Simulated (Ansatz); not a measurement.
## TiO2 (P4_2/mnm), an elastic constant from a strain scan

Method: DFT PBE, scalar-relativistic, plane waves, PAW in Ansatz. The runs took a 420 eV cutoff, a Γ-centred 6×6×10 mesh and Gaussian smearing (0.05 eV). No spin polarisation. Energies are free energies at this smearing, counted from the undisturbed cell; pressure is positive in compression.

Zero of the scan (relaxed at this level):

```xyz
6
Lattice="4.6431 0.0000 0.0000 0.0000 4.6431 0.0000 0.0000 0.0000 2.9640" Properties=species:S:1:pos:R:3 pbc="T T T"
Ti    0.0000    0.0000    0.0000
Ti    2.3215    2.3215    1.4820
O     1.4166    1.4166    0.0000
O     0.9049    3.7382    1.4820
O     3.2264    3.2264    0.0000
O     3.7382    0.9049    1.4820
```

The cell is strained by ε times the Voigt pattern (0, 0, 0, 0, 0, 1) (xx, yy, zz, yz, xz, xy; engineering shear) with fractional coordinates fixed. The cell holds 6 atoms in V0 = 63.90 Å³. The stress column is τ = (1/V0) dE/dε, got from the stress tensor σ (compression positive) at each point as −det(1 + εP) σ : P(1 + εP)⁻¹, with P the pattern as a tensor.

```
      ε  ΔE (meV/atom)  τ (GPa)
-0.0175          2.144   -3.711
-0.0150          1.572   -3.180
-0.0125          1.082   -2.650
-0.0100          0.682   -2.119
-0.0075          0.381   -1.589
-0.0050          0.163   -1.060
-0.0025          0.026   -0.530
 0.0000          0.000    0.000
 0.0025          0.026    0.530
 0.0050          0.163    1.060
 0.0075          0.381    1.589
 0.0100          0.682    2.119
 0.0125          1.082    2.650
 0.0150          1.572    3.180
 0.0175          2.144    3.711
 0.0200              ?        ?
```

**Question.** Which combination of elastic constants does this scan measure, and how large is it?

**Answer.** For small ε, τ = τ0 + Kε with K = pᵀCp, which for this pattern is C66 in the Cartesian frame shown. The parabola through τ at ε = -0.0025, 0 and 0.0025 has slope K = 212 GPa at zero. The energies per cell, E = NΔE, of the wider pair ε = ±0.0175 give K = 2[E(ε₊)/ε₊ − E(ε₋)/ε₋]/[(ε₊ − ε₋)V0] = 211 GPa, in agreement. These are clamped-ion values.

**Question.** Predict the withheld row at ε = 0.0200 from the harmonic law, and compare.

**Answer.** ΔE = V0(τ0 ε + Kε²/2)/N = 2.820 meV/atom and τ = 4.24 GPa. The calculation gives 2.802 meV/atom and 4.24 GPa, a miss of 0.6 % of the harmonic energy, so the harmonic law still holds here.

Cost: 9 runs of about 1.3 core-minutes in all, on AMD EPYC 7R43 (Zen 3) (shared hosts).